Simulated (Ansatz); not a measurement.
# How far is PAW off for KTaO$_{3}$?

```yaml
crystal:
  lattice:
    - [3.98830, 0.00000, 0.00000]
    - [0.00000, 3.98830, 0.00000]
    - [0.00000, 0.00000, 3.98830]
  atoms:
    - { symbol: K, position: [0.50000, 0.50000, 0.50000] }
    - { symbol: Ta, position: [0.00000, 0.00000, 0.00000] }
    - { symbol: O, position: [0.50000, 0.00000, 0.00000] }
    - { symbol: O, position: [0.00000, 0.50000, 0.00000] }
    - { symbol: O, position: [0.00000, 0.00000, 0.50000] }
```

Atom numbers follow the list: K1, Ta2, O3, O4, O5.

The cell comes from COD entry 2102087, which wasn't checked; take it as a given geometry.

Spin–orbit coupling is left out, though it moves levels of the heavy atoms by tenths of an eV or more.

Levels of theory: DFT, PBE, PAW with Ansatz's default frozen-core files, scalar-relativistic (Ansatz 0.2.0); DFT, PBE, all-electron PAW with datasets made for the crystal, scalar-relativistic (Ansatz 0.2.0); DFT, PBE, all-electron LAPW, scalar-relativistic (Ansatz 0.2.0).

For PAW: a Γ-centred 5×5×5 k mesh, Fermi–Dirac smearing of 0.01 eV, cutoff 420 eV, no spin polarisation. The crystal-made all-electron datasets (AE datasets) take a cutoff of 540 eV at this cell. LAPW targets a basis error of 0.5 meV/atom. The Ansatz runs share mesh, smearing and spin set-up. Plane-wave (PAW) pressures include the program's estimate of the Pulay term.

Stress and pressure are positive in compression.

Spin–orbit coupling is left out, which moves gradients at and beside heavy atoms by some per cent and at worst by a factor of two.

Levels count from the top of the valence band.

```csv
quantity,PAW,AE datasets,LAPW
pressure (GPa),?,5.48,5.49
band gap (eV),2.218,2.228,2.228
highest filled level at R (eV),0.000,0.000,0.000
lowest empty level at R (eV),6.508,6.531,6.531
highest filled level at Γ (eV),?,-0.602,-0.602
lowest empty level at Γ (eV),2.218,2.228,2.228
field gradient Vzz at O3 (10²¹ V/m²),2.21,?,–
```

Give the missing entry: row "highest filled level at Γ (eV)", column "PAW".

-0.611.

What belongs in the row "pressure (GPa)", column "PAW"?

5.41.

What belongs in the row "field gradient Vzz at O3 (10²¹ V/m²)", column "AE datasets"?

2.09.
